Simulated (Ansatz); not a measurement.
Zn: pressure as volume scale varies

All results are calculated (Ansatz 0.2.0). Periodic Kohn-Sham DFT of a crystal at fixed atoms, scaled to volume_scale times the given cell; pressure positive in compression, energy less spherical unpolarised free atoms, largest_vzz the field gradient of largest size among the nuclei.

The cell before it is scaled or strained (space group P6_3/mmc, No. 194):
```
cell vectors (Å)
   2.6648     0.0000     0.0000
  -1.3324     2.3078     0.0000
   0.0000     0.0000     4.9467
atoms (fractions of the cell vectors)
Zn  0.33333  0.66667  0.25000
Zn  0.66667  0.33333  0.75000
```

Settings of every row: method frozen-core PAW; functional PBEsol; relativity scalar; k mesh 16x16x8; filling fermi-dirac; smearing width 0.03 eV; wave cutoff 420 eV; paw set soft_2.

Atom start moment: 0 on all atoms.

Limits: PAW files made with PBE; no gap: field gradients move with the k mesh.

| row | volume scale | V (Å³/atom) | pressure (GPa) | largest V_zz (1e21 V/m^2) |
| --- | --- | --- | --- | --- |
| 1 | 0.94 | 14.298 | -0.784 | 4.107 |
| 2 | 0.96 | 14.602 | -2.577 | 3.972 |
| 3 | 0.98 | 14.906 | -4.144 | 3.852 |
| 4 | 0.99 | 15.059 | -4.848 | 3.8 |
| 5 | 1 | 15.211 | -5.503 | 3.741 |
| 6 | 1.01 | 15.363 | ? | ? |
| 7 | 1.02 | 15.515 | -6.675 | 3.621 |
| 8 | 1.04 | 15.819 | -7.682 | 3.507 |
| 9 | 1.06 | 16.123 | -8.547 | 3.414 |

Question: what pressure should row 6 give?

Worked fit of pressure. Take u = (V_r/V)^(2/3) − 1 with V_r = 15.135 Å³ an atom, which is twice the finite (Eulerian) strain; such expansions in the strain, on which the Birch-Murnaghan equation of state is built, carry the rest volume and the bulk modulus. The shown rows have u = 0.03866, 0.02419, 0.01022, 0.00336, -0.00333, -0.0164, -0.02904, -0.04128. Least squares give pressure = −5.1816 + 97.583 × u + 404.51 × u² + 367 × u³ GPa; a parabola predicts inner rows, each left out in turn, worse (root mean square 0.0061 against 0.0025 GPa). The rows lie off it by -0.001, 0.002, -0.002, 0.001, -0.001, 0.000, 0.001, -0.001. The withheld row has u = -0.00992, so the fit gives −5.1816 + 97.583 × (-0.00992) + 404.51 × (-0.00992)² + 367 × (-0.00992)³ = -6.110 GPa.

The calculation gave -6.111 GPa. The fit lies 0.001 GPa (0.013 % of the column's range) above it, one unit of the last digit.

The other values of row 6: largest V_zz 3.678 1e21 V/m^2.
